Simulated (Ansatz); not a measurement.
I need a check of forces and pressure against finite differences of C (distorted cell). Use Ansatz's Python interface. Level of theory (first run): PBE, PAW, cutoff 540 eV, 6×6×6 k-points, fixed occupations.

```xyz
2
Lattice="0.0432 1.7758 1.8406 1.7902 0.0218 1.8620 1.8008 1.8078 0.0112" Properties=species:S:1:pos:R:3 pbc="T T T"
C     1.8686    3.5638    1.8586
C     0.9171    0.9313    0.8806
```

`fdcheck.py`
```python
'''Do the forces of C match the slope of the free energy, atoms off their sites.'''

import ansatz as az
import numpy as np

VECTORS = np.array([
    [0.04323, 1.77579, 1.84061],
    [1.7902, 0.02182, 1.86202],
    [1.80082, 1.80782, 0.0112],
])
SITES = [
    ('C', [0.98909, 0.01441, 0.99957]),
    ('C', [0.24297, 0.23111, 0.27368]),
]


def crystal_on(cell):
    crystal = az.Crystal(lattice=az.Lattice.of(cell))
    for symbol, position in SITES:
        crystal = crystal.atom(symbol, position)
    return crystal


def main() -> None:
    def solve(crystal):
        return (
            crystal.calculation()
            .occupations(az.OccupationsMethod.FIXED)
            .basis(540, xc_grid=2)
            .kpoints(6, 6, 6)
            .scf(tolerance=1e-09)
            .forces()
            .stress()
            .run(threads=1)
        ).report


    centre = solve(crystal_on(VECTORS))
    start = crystal_on(VECTORS)
    # central difference: F = -(E(+h) - E(-h)) / 2h
    print(f'force on atom 0 along x: analytic {centre["forces_ev_ang"][0][0]:.4f} eV/A')
    for h in (0.005, 0.02):
        shift = np.eye(3)[0] * h @ np.linalg.inv(VECTORS)
        plus, minus = (solve(start.move(0, to=np.array(SITES[0][1]) + sign * shift))['lagrangian_ev'] for sign in (1, -1))
        print(f'  step {h} A: numerical {-(plus - minus) / (2 * h):.4f} eV/A')
    # P = -dF/dV; the difference feels the change of the plane-wave count with the cell
    volume = abs(np.linalg.det(VECTORS))
    larger, smaller = (solve(crystal_on(VECTORS * (1 + sign * 0.005) ** (1 / 3)))['lagrangian_ev'] for sign in (1, -1))
    numerical = -(larger - smaller) / (0.01 * volume) * 160.21766
    print(f'pressure: analytic {np.trace(centre["stress_gpa"]) / 3:.3f}, numerical {numerical:.3f} GPa')


if __name__ == '__main__':
    main()
```

```console
$ python fdcheck.py
DeckWarning: output.stress: scf.convergence.dr2_threshold = 1e-9 eV is looser than the 2e-10 eV advised for a printed stress (1e-10 eV for each atom of the cell: 2). What an SCF threshold leaves in a stress goes as its square root, and in the free energy as the threshold itself, and one threshold admits the most on a [...]
force on atom 0 along x: analytic -0.3550 eV/A
  step 0.005 A: numerical -0.3550 eV/A
  step 0.02 A: numerical -0.3544 eV/A
pressure: analytic -7.721, numerical -7.712 GPa
```
(Warnings from the package without file and line, shortened.)

What to keep in mind:
- The k-point mesh is coarse, and energy and stress weren't tested for convergence.
- Pressure is positive in compression.
- No functional is typed, so the default, PBE, holds.
- The cell is a database structure, distorted on purpose.
- The central difference errs as the square of the step, so the shorter step is the fairer test; what remains comes from the finite grid and the SCF threshold.
- Run time: 8.2 s on 1 thread of Arm Neoverse V1 (shared host), peak memory 0.33 GiB.
